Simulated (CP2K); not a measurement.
Runs of CP2K 2026.2 on WS2. The structure is trigonal, space group R3m (No. 160). Conventional cell: a = 3.158 Å, b = 3.158 Å, c = 18.490 Å, α = 90.00°, β = 90.00°, γ = 120.00°. W (site symmetry 3m) has 6 S at 2.39 to 2.42 Å as nearest neighbours. S (site symmetry 3m) is surrounded by 3 W at 2.42 Å. Around S (site symmetry 3m) lie 3 W at 2.39 Å. Measurements of this composition are mostly on another form, of space group No. 194.

```csv
task,level,potentials or basis,cell,smearing,EPS_DEFAULT,NGRIDS,points a segment of the path (NPOINTS),bands added on the path,gap on the mesh (eV),pressure (GPa),largest force (eV/Å)
band structure,LDA,"GTH_POTENTIALS W GTH-PADE-q14, S GTH-PADE-q6; TZVP-MOLOPT-PBE-GTH basis",as given,fermi-dirac 0.1 eV,1.0E-9,4,6,2,(a),-13.6,1.05
single point,PBEsol,"POTENTIAL_UZH W GTH-PBE-q14, S GTH-PBE-q6; TZVP-MOLOPT-PBE-GTH basis","atoms moved at random, drawn with an rms of 0.05 Å",fermi-dirac 0.05 eV,1.0E-10,5,-,-,0.92,-3.0,1.68
band structure,PBEsol,"POTENTIAL_UZH W GTH-PBE-q14, S GTH-PBE-q6; TZVP-MOLOPT-PBE-GTH basis",as given,fermi-dirac 0.0259 eV,1.0E-9,5,6,4,1.01,0.0,0.61
single point,PBEsol,"POTENTIAL_UZH W GTH-PBE-q14, S GTH-PBE-q6; TZVP-MOLOPT-PBE-GTH basis",as given,fermi-dirac 0.05 eV,1.0E-10,4,-,-,1.01,0.0,0.61
```

Alike in all rows: no spin polarisation; k mesh 10 × 10 × 10.

Question: Estimate the missing entries.

Answer: (a) 0.83.

Caveats: spin-orbit coupling is left out, which moves the levels of the heavy elements; the basis of atomic orbitals isn't converged, which shifts pressures, moduli and gaps; the potentials were made for another functional, which shifts forces and pressure (some runs); forces of over 1 eV/Å show positions far from the minimum, so gaps and moduli don't describe the material at rest (some runs).

A k mesh can miss the band edges, and the runs leave out spin-orbit coupling on W.
